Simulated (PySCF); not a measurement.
# TePb (Fm-3m) in PySCF: settings compared

The runs below take TePb through atomic charges, with LDA, PBE, PBEsol, r2SCAN, HF.

Everything below comes from runs of PySCF 2.14.0. Logs are shortened: lines on timing, memory, paths and dates and some standing lists are left out, and cuts for length are marked.

**1. The crystal as given**

The structure is cubic, space group Fm-3m (No. 225). The conventional cell has a = 6.462 Å, b = 6.462 Å, c = 6.462 Å, α = 90.00°, β = 90.00°, γ = 90.00°. Pb (site symmetry m-3m) is surrounded by 6 Te at 3.23 Å. Te (site symmetry m-3m) has 6 Pb at 3.23 Å as nearest neighbours.

**2. Atomic charges, LDA**

File run.py:

```python
import json
import numpy as np
from pyscf.pbc import gto, scf, dft, df

cell = gto.Cell()
cell.basis = {'Pb': 'DZVP-MOLOPT-HYB-GTH-q4', 'Te': 'DZVP-MOLOPT-HYB-GTH-q6'}
cell.pseudo = {'Pb': 'GTH-HYB-q4', 'Te': 'GTH-HYB-q6'}
cell.fromfile('TePb.cif')
cell.ke_cutoff = 50  # hartree
cell.exp_to_discard = 0.02
cell.precision = 1e-08
cell.max_memory = 5040  # MB
cell.verbose = 4
cell.build()

res = {}
kpts = cell.make_kpts([2, 2, 2])
mf = dft.KRKS(cell, kpts, xc='LDA_X,LDA_C_PW')
mf = mf.density_fit()
mf.with_df._cderi_to_save = 'cderi.h5'
mf.with_df.build(j_only=False)
mf.grids = dft.gen_grid.UniformGrids(cell)
mf.conv_tol = 1e-07
mf.max_cycle = 60

mf.kernel()
res.update(converged=bool(mf.converged), e_tot=mf.e_tot, nelec=cell.nelectron, nao=cell.nao, mesh=list(map(int, cell.mesh)), a=cell.lattice_vectors().tolist(), coords=cell.atom_coords().tolist(),
           mo_energy=[np.real(x).tolist() for x in mf.mo_energy], mo_occ=[np.real(x).tolist() for x in mf.mo_occ])
res.update(kpts=cell.get_scaled_kpts(kpts).tolist())
res['parts'] = {k: float(np.real(v)) for k, v in mf.scf_summary.items() if np.isscalar(v)}
json.dump(res, open('results.json', 'w'))
if not mf.converged:
    raise SystemExit('SCF not converged')

print('levels (eV)')
for i, kp in enumerate(res['kpts'][:40]):
    print('k %7.4f %7.4f %7.4f  ' % tuple(kp), ' '.join('%.3f' % (x * 27.211386) for x in res['mo_energy'][i][:10]))

# Mulliken populations
dm, s = np.asarray(mf.make_rdm1()), np.asarray(mf.get_ovlp())
sites = cell.aoslice_by_atom()[:, 2:]
tot = np.einsum('kij,kji->i', dm, s).real / len(kpts)
res['mulliken'] = [cell.atom_charge(i) - tot[a0:a1].sum() for i, (a0, a1) in enumerate(sites)]
print('Mulliken charges', np.round(res['mulliken'], 5))
res['meta_lowdin'] = mf.mulliken_meta()[1].tolist()
res['done'] = True
json.dump(res, open('results.json', 'w'))
```

File TePb.cif:

```cif
data_TePb
_cell_length_a 4.56932402
_cell_length_b 4.56932402
_cell_length_c 4.56932402
_cell_angle_alpha 60.00000000
_cell_angle_beta 60.00000000
_cell_angle_gamma 60.00000000
_space_group_name_H-M_alt 'P1'
_space_group_name_Hall 'P 1'
_space_group_IT_number 1
loop_
_space_group_symop_operation_xyz
'x,y,z'
loop_
_atom_site_label
_atom_site_type_symbol
_atom_site_symmetry_multiplicity
_atom_site_Wyckoff_symbol
_atom_site_fract_x
_atom_site_fract_y
_atom_site_fract_z
_atom_site_occupancy
Pb1 Pb 1 a 0.0000000000 0.0000000000 0.0000000000 1
Te1 Te 1 a 0.5000000000 0.5000000000 0.5000000000 1
```

Potentials or basis: DZVP-MOLOPT-HYB/GTH-HYB (UZH) (potentials made for PBE0).

Command:

```sh
$ OMP_NUM_THREADS=4 python -u run.py > log
```

What it wrote:

```text
Discarded 0 diffused primitive functions, 0 contracted functions

******** <class 'pyscf.pbc.df.df.GDF'> ********
auxbasis = None
exp_to_discard = 0.02
len(kpts) = 8
ETB for Te: l = 0, exps = 0.18906019283696 * 2^n , n = 0..4
ETB for Te: l = 1, exps = 0.18906019283696 * 2^n , n = 0..4
ETB for Te: l = 2, exps = 0.18906019283696 * 2^n , n = 0..4
ETB for Te: l = 3, exps = 0.18906019283696 * 2^n , n = 0..4
ETB for Te: l = 4, exps = 0.18906019283696 * 2^n , n = 0..4
ETB for Pb: l = 0, exps = 0.13689913219298 * 2^n , n = 0..4
ETB for Pb: l = 1, exps = 0.13689913219298 * 2^n , n = 0..4
ETB for Pb: l = 2, exps = 0.13689913219298 * 2^n , n = 0..4
ETB for Pb: l = 3, exps = 0.13689913219298 * 2^n , n = 0..4
ETB for Pb: l = 4, exps = 0.13689913219298 * 2^n , n = 0..4

WARN: Even tempered Gaussians are generated as DF auxbasis for  Te Pb

Drop 0 primitive fitting functions
make aux basis, num shells = 50, num cGTOs = 250
auxcell.rcut 16.88110004493184

******** <class 'pyscf.pbc.df.rsdf_builder._RSGDFBuilder'> ********
mesh = [11 11 11] (1331 PWs)
ke_cutoff = 6.618630007511552
omega = 0.3154621798657739
exclude_d_aux = True
exclude_dd_block = True
j2c_eig_always = False
has_long_range = True

******** <class 'pyscf.pbc.dft.krks.KRKS'> ********
method = KRKS
initial guess = minao
damping factor = 0
level_shift factor = 0
DIIS = <class 'pyscf.scf.diis.CDIIS'>
diis_start_cycle = 1
diis_space = 8
diis_damp = 0
SCF conv_tol = 1e-07
SCF conv_tol_grad = None
SCF max_cycles = 60
direct_scf = True
direct_scf_tol = 1e-13

******** PBC SCF flags ********
N kpts = 8
Exchange divergence treatment (exxdiv) = ewald
    madelung (= occupied orbital energy shift) = 0.18772860761737947
    Total energy shift due to Ewald probe charge = -1/2 * Nelec*madelung = -0.938643038087
DF object = <pyscf.pbc.df.df.GDF object>
XC functionals = LDA_X,LDA_C_PW
small_rho_cutoff = 0
Uniform grid, mesh = [29 29 29]
Set gradient conv threshold to 0.000316228

******** <class 'pyscf.pbc.df.rsdf_builder._RSNucBuilder'> ********
mesh = [13 13 13] (2197 PWs)
ke_cutoff = 9.530827210816636
omega = 0.39185047753980384
exclude_d_aux = False
exclude_dd_block = True
j2c_eig_always = False
has_long_range = True
nelec by numeric integration = 9.998424658815468
init E= -7.84351236582681

WARN: HOMO 0.206439746916 == LUMO 0.206439746916

nelec by numeric integration = 9.99999999999988
cycle= 1 E= -11.5627082773051  delta_E= -3.72  |g|= 1.19  |ddm|= 10.1
  HOMO = 0.166037377547  LUMO = 0.208739817677  gap/eV = 1.16199
nelec by numeric integration = 9.999999999999808
cycle= 2 E= -11.5735837608346  delta_E= -0.0109  |g|= 1.23  |ddm|= 12.6
  HOMO = 0.201698593136  LUMO = 0.210621039901  gap/eV = 0.24279
nelec by numeric integration = 9.999999999999815
cycle= 3 E= -11.6916845728697  delta_E= -0.118  |g|= 0.133  |ddm|= 4.37
  HOMO = 0.20201068393  LUMO = 0.209151972686  gap/eV = 0.19432
nelec by numeric integration = 9.999999999999817
cycle= 4 E= -11.6930568379797  delta_E= -0.00137  |g|= 0.00378  |ddm|= 0.47
  HOMO = 0.202211714062  LUMO = 0.209360288411  gap/eV = 0.19452
nelec by numeric integration = 9.999999999999817
cycle= 5 E= -11.6930578210625  delta_E= -9.83e-07  |g|= 0.000565  |ddm|= 0.0144
  HOMO = 0.202195695782  LUMO = 0.209385280554  gap/eV = 0.19564
nelec by numeric integration = 9.999999999999815
cycle= 6 E= -11.6930578457498  delta_E= -2.47e-08  |g|= 6.69e-05  |ddm|= 0.00202
  HOMO = 0.202198978809  LUMO = 0.209385553825  gap/eV = 0.19556
nelec by numeric integration = 9.999999999999817
Extra cycle  E= -11.6930578457612  delta_E= -1.14e-11  |g|= 6.64e-05  |ddm|= 0.000478
converged SCF energy = -11.6930578457612
levels (eV)
k  0.0000  0.0000  0.0000   -6.671 -0.281 4.133 4.133 4.133 9.628 9.628 9.628 11.332 11.332
k  0.0000  0.0000  0.5000   -4.907 -3.691 4.567 4.567 5.502 5.698 6.178 6.178 14.939 17.621
k  0.0000  0.5000  0.0000   -4.907 -3.691 4.567 4.567 5.502 5.698 6.178 6.178 14.939 17.621
k  0.0000  0.5000  0.5000   -4.829 -2.264 0.547 2.429 2.429 8.395 11.144 11.144 12.241 15.929
k  0.5000 -0.0000  0.0000   -4.907 -3.691 4.567 4.567 5.502 5.698 6.178 6.178 14.939 17.621
k  0.5000 -0.0000  0.5000   -4.829 -2.264 0.547 2.429 2.429 8.395 11.144 11.144 12.241 15.929
k  0.5000  0.5000  0.0000   -4.829 -2.264 0.547 2.429 2.429 8.395 11.144 11.144 12.241 15.929
k  0.5000  0.5000  0.5000   -4.907 -3.691 4.567 4.567 5.502 5.698 6.178 6.178 14.939 17.621
Mulliken charges [ 0.03794 -0.03794]
 ** Mulliken pop on meta-lowdin orthogonal AOs **
 ** Mulliken pop  **
pop of  0 Pb 6s           1.86761
pop of  0 Pb 7s           0.12840
pop of  0 Pb 6px          0.54751
pop of  0 Pb 6py          0.54751
pop of  0 Pb 6pz          0.54751
pop of  0 Pb 7px          0.00252
pop of  0 Pb 7py          0.00252
pop of  0 Pb 7pz          0.00252
pop of  0 Pb 6dxy         0.03764
pop of  0 Pb 6dyz         0.03738
pop of  0 Pb 6dz^2        0.03790
pop of  0 Pb 6dxz         0.03738
pop of  0 Pb 6dx2-y2      0.03764
pop of  1 Te 5s           1.71967
pop of  1 Te 6s           0.08458
pop of  1 Te 5px          1.22144
pop of  1 Te 5py          1.22144
pop of  1 Te 5pz          1.22144
pop of  1 Te 6px          0.23239
pop of  1 Te 6py          0.23239
pop of  1 Te 6pz          0.23239
pop of  1 Te 5dxy         0.00005
pop of  1 Te 5dyz         0.00003
pop of  1 Te 5dz^2        0.00007
pop of  1 Te 5dxz         0.00003
pop of  1 Te 5dx2-y2      0.00005
 ** Mulliken atomic charges  **
charge of    0Pb =      0.16599
charge of    1Te =     -0.16599
```

It took 20 s on 4 threads of Arm Neoverse V2, shared host; peak memory 0.25 GiB.

What came out:

* Free energy: -318.1843 eV
* Band gap on the k mesh: 0.20 eV, direct
* Meta-löwdin charges: Pb +0.17; Te -0.17 e

Caveat: the k mesh is coarse (spacing up to 0.84 Å⁻¹), so the values aren't converged; population charges move with the basis; spin-orbit coupling is left out, which as a rule narrows the gap of such compounds by several tenths of an eV; the basis of atomic orbitals isn't converged, which shifts pressures, moduli and gaps.

**3. Atomic charges, PBE**

run.py, as its differences from that of step 2:

```diff
@@ -17,6 +17,5 @@
 kpts = cell.make_kpts([2, 2, 2])
-mf = dft.KRKS(cell, kpts, xc='LDA_X,LDA_C_PW')
+mf = dft.KRKS(cell, kpts, xc='pbe')
 mf = mf.density_fit()
-mf.with_df._cderi_to_save = 'cderi.h5'
-mf.with_df.build(j_only=False)
+mf.with_df._cderi = 'cderi.h5'  # three-centre integrals saved by an earlier run on this cell, basis and mesh
 mf.grids = dft.gen_grid.UniformGrids(cell)
```

TePb.cif is that of step 2.

Potentials or basis: DZVP-MOLOPT-HYB/GTH-HYB (UZH) (potentials made for PBE0).

Command:

```sh
$ OMP_NUM_THREADS=4 python -u run.py > log
```

What it wrote:

```text
Discarded 0 diffused primitive functions, 0 contracted functions

******** <class 'pyscf.pbc.dft.krks.KRKS'> ********
method = KRKS
initial guess = minao
damping factor = 0
level_shift factor = 0
DIIS = <class 'pyscf.scf.diis.CDIIS'>
diis_start_cycle = 1
diis_space = 8
diis_damp = 0
SCF conv_tol = 1e-07
SCF conv_tol_grad = None
SCF max_cycles = 60
direct_scf = True
direct_scf_tol = 1e-13

******** PBC SCF flags ********
N kpts = 8
Exchange divergence treatment (exxdiv) = ewald
    madelung (= occupied orbital energy shift) = 0.18772860761737947
    Total energy shift due to Ewald probe charge = -1/2 * Nelec*madelung = -0.938643038087
DF object = <pyscf.pbc.df.df.GDF object>
XC functionals = pbe
small_rho_cutoff = 0
Uniform grid, mesh = [29 29 29]
Set gradient conv threshold to 0.000316228

[... 30 lines left out ...]
  HOMO = 0.202464801141  LUMO = 0.214050252445  gap/eV = 0.31526
nelec by numeric integration = 9.999999999999815
Extra cycle  E= -11.7192599202159  delta_E= -8.17e-12  |g|= 2.76e-05  |ddm|= 0.000202
converged SCF energy = -11.7192599202159
levels (eV)
k  0.0000  0.0000  0.0000   -6.655 -0.369 4.132 4.132 4.132 9.601 9.601 9.601 11.512 11.512
k  0.0000  0.0000  0.5000   -4.893 -3.730 4.588 4.588 5.509 5.825 6.221 6.221 15.113 17.655
k  0.0000  0.5000  0.0000   -4.893 -3.730 4.588 4.588 5.509 5.825 6.221 6.221 15.113 17.655
k  0.0000  0.5000  0.5000   -4.838 -2.342 0.657 2.482 2.482 8.645 11.089 11.089 12.195 15.985
k  0.5000 -0.0000  0.0000   -4.893 -3.730 4.588 4.588 5.509 5.825 6.221 6.221 15.113 17.655
k  0.5000 -0.0000  0.5000   -4.838 -2.342 0.657 2.482 2.482 8.645 11.089 11.089 12.195 15.985
k  0.5000  0.5000  0.0000   -4.838 -2.342 0.657 2.482 2.482 8.645 11.089 11.089 12.195 15.985
k  0.5000  0.5000  0.5000   -4.893 -3.730 4.588 4.588 5.509 5.825 6.221 6.221 15.113 17.655
Mulliken charges [ 0.11781 -0.11781]
 ** Mulliken pop on meta-lowdin orthogonal AOs **
 ** Mulliken pop  **
pop of  0 Pb 6s           1.86319
pop of  0 Pb 7s           0.13209
pop of  0 Pb 6px          0.54230
pop of  0 Pb 6py          0.54230
pop of  0 Pb 6pz          0.54230
pop of  0 Pb 7px          0.00225
pop of  0 Pb 7py          0.00225
pop of  0 Pb 7pz          0.00225
pop of  0 Pb 6dxy         0.03505
pop of  0 Pb 6dyz         0.03528
pop of  0 Pb 6dz^2        0.03483
pop of  0 Pb 6dxz         0.03528
pop of  0 Pb 6dx2-y2      0.03505
pop of  1 Te 5s           1.72148
pop of  1 Te 6s           0.08721
pop of  1 Te 5px          1.22555
pop of  1 Te 5py          1.22555
pop of  1 Te 5pz          1.22555
pop of  1 Te 6px          0.23667
pop of  1 Te 6py          0.23667
pop of  1 Te 6pz          0.23667
pop of  1 Te 5dxy         0.00005
pop of  1 Te 5dyz         0.00003
pop of  1 Te 5dz^2        0.00007
pop of  1 Te 5dxz         0.00003
pop of  1 Te 5dx2-y2      0.00005
 ** Mulliken atomic charges  **
charge of    0Pb =      0.19560
charge of    1Te =     -0.19560
```

Wall time 5.3 s (4 threads of Arm Neoverse V2, shared host); peak memory 0.48 GiB.

What came out:

* Free energy: -318.8973 eV
* Band gap on the k mesh: 0.32 eV, direct
* Meta-löwdin charges: Pb +0.20; Te -0.20 e

Caveat: the k mesh is coarse (spacing up to 0.84 Å⁻¹), so the values aren't converged; population charges move with the basis; spin-orbit coupling is left out, which as a rule narrows the gap of such compounds by several tenths of an eV; the basis of atomic orbitals isn't converged, which shifts pressures, moduli and gaps. A k mesh can miss the band edges.

**4. Atomic charges, PBEsol**

run.py, as its differences from that of step 3:

```diff
@@ -17,3 +17,3 @@
 kpts = cell.make_kpts([2, 2, 2])
-mf = dft.KRKS(cell, kpts, xc='pbe')
+mf = dft.KRKS(cell, kpts, xc='pbesol')
 mf = mf.density_fit()
```

TePb.cif is that of step 3.

Potentials or basis: DZVP-MOLOPT-HYB/GTH-HYB (UZH) (potentials made for PBE0).

Command:

```sh
$ OMP_NUM_THREADS=4 python -u run.py > log
```

What it wrote:

```text
Discarded 0 diffused primitive functions, 0 contracted functions

******** <class 'pyscf.pbc.dft.krks.KRKS'> ********
method = KRKS
initial guess = minao
damping factor = 0
level_shift factor = 0
DIIS = <class 'pyscf.scf.diis.CDIIS'>
diis_start_cycle = 1
diis_space = 8
diis_damp = 0
SCF conv_tol = 1e-07
SCF conv_tol_grad = None
SCF max_cycles = 60
direct_scf = True
direct_scf_tol = 1e-13

******** PBC SCF flags ********
N kpts = 8
Exchange divergence treatment (exxdiv) = ewald
    madelung (= occupied orbital energy shift) = 0.18772860761737947
    Total energy shift due to Ewald probe charge = -1/2 * Nelec*madelung = -0.938643038087
DF object = <pyscf.pbc.df.df.GDF object>
XC functionals = pbesol
small_rho_cutoff = 0
Uniform grid, mesh = [29 29 29]
Set gradient conv threshold to 0.000316228

******** <class 'pyscf.pbc.df.rsdf_builder._RSNucBuilder'> ********
mesh = [13 13 13] (2197 PWs)
ke_cutoff = 9.530827210816636
omega = 0.39185047753980384
exclude_d_aux = False
exclude_dd_block = True
j2c_eig_always = False
has_long_range = True
nelec by numeric integration = 9.998424658815468
init E= -7.83985769386554

WARN: HOMO 0.206900672328 == LUMO 0.206900672328

nelec by numeric integration = 9.999999999999883
cycle= 1 E= -11.55762946726  delta_E= -3.72  |g|= 1.21  |ddm|= 10.2
  HOMO = 0.165574386059  LUMO = 0.209950163966  gap/eV = 1.20753
nelec by numeric integration = 9.999999999999808
cycle= 2 E= -11.5718532340177  delta_E= -0.0142  |g|= 1.22  |ddm|= 12.7
  HOMO = 0.202563936101  LUMO = 0.212979946492  gap/eV = 0.28343
nelec by numeric integration = 9.999999999999817
cycle= 3 E= -11.6910857996052  delta_E= -0.119  |g|= 0.134  |ddm|= 4.39
  HOMO = 0.202706812871  LUMO = 0.210529169082  gap/eV = 0.21286
nelec by numeric integration = 9.999999999999817
cycle= 4 E= -11.6924987598375  delta_E= -0.00141  |g|= 0.0029  |ddm|= 0.491
  HOMO = 0.202842193889  LUMO = 0.210748285909  gap/eV = 0.21514
nelec by numeric integration = 9.999999999999815
cycle= 5 E= -11.6924993785324  delta_E= -6.19e-07  |g|= 0.000486  |ddm|= 0.0122
  HOMO = 0.202823259212  LUMO = 0.210777677095  gap/eV = 0.21645
nelec by numeric integration = 9.999999999999817
cycle= 6 E= -11.6924993971224  delta_E= -1.86e-08  |g|= 5.06e-05  |ddm|= 0.0018
  HOMO = 0.202826562049  LUMO = 0.210778716738  gap/eV = 0.21639
nelec by numeric integration = 9.999999999999817
Extra cycle  E= -11.6924993971298  delta_E= -7.38e-12  |g|= 4.93e-05  |ddm|= 0.000359
converged SCF energy = -11.6924993971298
levels (eV)
k  0.0000  0.0000  0.0000   -6.651 -0.279 4.145 4.145 4.145 9.636 9.636 9.636 11.380 11.380
k  0.0000  0.0000  0.5000   -4.888 -3.680 4.584 4.584 5.519 5.736 6.199 6.199 14.977 17.644
k  0.0000  0.5000  0.0000   -4.888 -3.680 4.584 4.584 5.519 5.736 6.199 6.199 14.977 17.644
k  0.0000  0.5000  0.5000   -4.815 -2.260 0.581 2.452 2.452 8.455 11.146 11.146 12.242 15.951
k  0.5000 -0.0000  0.0000   -4.888 -3.680 4.584 4.584 5.519 5.736 6.199 6.199 14.977 17.644
k  0.5000 -0.0000  0.5000   -4.815 -2.260 0.581 2.452 2.452 8.455 11.146 11.146 12.242 15.951
k  0.5000  0.5000  0.0000   -4.815 -2.260 0.581 2.452 2.452 8.455 11.146 11.146 12.242 15.951
k  0.5000  0.5000  0.5000   -4.888 -3.680 4.584 4.584 5.519 5.736 6.199 6.199 14.977 17.644
Mulliken charges [ 0.05147 -0.05147]
 ** Mulliken pop on meta-lowdin orthogonal AOs **
 ** Mulliken pop  **
pop of  0 Pb 6s           1.86619
pop of  0 Pb 7s           0.12984
pop of  0 Pb 6px          0.54656
pop of  0 Pb 6py          0.54656
pop of  0 Pb 6pz          0.54656
pop of  0 Pb 7px          0.00244
pop of  0 Pb 7py          0.00244
pop of  0 Pb 7pz          0.00244
pop of  0 Pb 6dxy         0.03710
pop of  0 Pb 6dyz         0.03695
pop of  0 Pb 6dz^2        0.03726
pop of  0 Pb 6dxz         0.03695
pop of  0 Pb 6dx2-y2      0.03710
pop of  1 Te 5s           1.71946
pop of  1 Te 6s           0.08557
pop of  1 Te 5px          1.22193
pop of  1 Te 5py          1.22193
pop of  1 Te 5pz          1.22193
pop of  1 Te 6px          0.23351
pop of  1 Te 6py          0.23351
pop of  1 Te 6pz          0.23351
pop of  1 Te 5dxy         0.00005
pop of  1 Te 5dyz         0.00003
pop of  1 Te 5dz^2        0.00007
pop of  1 Te 5dxz         0.00003
pop of  1 Te 5dx2-y2      0.00005
 ** Mulliken atomic charges  **
charge of    0Pb =      0.17159
charge of    1Te =     -0.17159
```

Wall time 5.3 s (4 threads of Arm Neoverse V2, shared host); peak memory 0.47 GiB.

What came out:

- Free energy: -318.1691 eV
- Band gap on the k mesh: 0.22 eV, direct
- Meta-löwdin charges: Pb +0.17; Te -0.17 e

Levels at points of the mesh, in eV from the valence-band top:
```tsv
k point	band 2	band 3	band 4	band 5	band 6	band 7	band 8	band 9
(0.00, 0.00, 0.00)	-5.80	-1.37	-1.37	-1.37	4.12	4.12	4.12	5.86
(0.00, 0.00, 0.50)	-9.20	-0.94	-0.94	0.00	0.22	0.68	0.68	9.46
(0.00, 0.50, 0.00)	-9.20	-0.94	-0.94	0.00	0.22	0.68	0.68	9.46
(0.00, 0.50, 0.50)	-7.78	-4.94	-3.07	-3.07	2.94	5.63	5.63	6.72
(0.50, 0.00, 0.00)	-9.20	-0.94	-0.94	0.00	0.22	0.68	0.68	9.46
(0.50, 0.00, 0.50)	-7.78	-4.94	-3.07	-3.07	2.94	5.63	5.63	6.72
(0.50, 0.50, 0.00)	-7.78	-4.94	-3.07	-3.07	2.94	5.63	5.63	6.72
(0.50, 0.50, 0.50)	-9.20	-0.94	-0.94	0.00	0.22	0.68	0.68	9.46
```

Caveat: the k mesh is coarse (spacing up to 0.84 Å⁻¹), so the values aren't converged; population charges move with the basis; spin-orbit coupling is left out, which as a rule narrows the gap of such compounds by several tenths of an eV; the basis of atomic orbitals isn't converged, which shifts pressures, moduli and gaps.

(Part 1 of 2 ends here.)
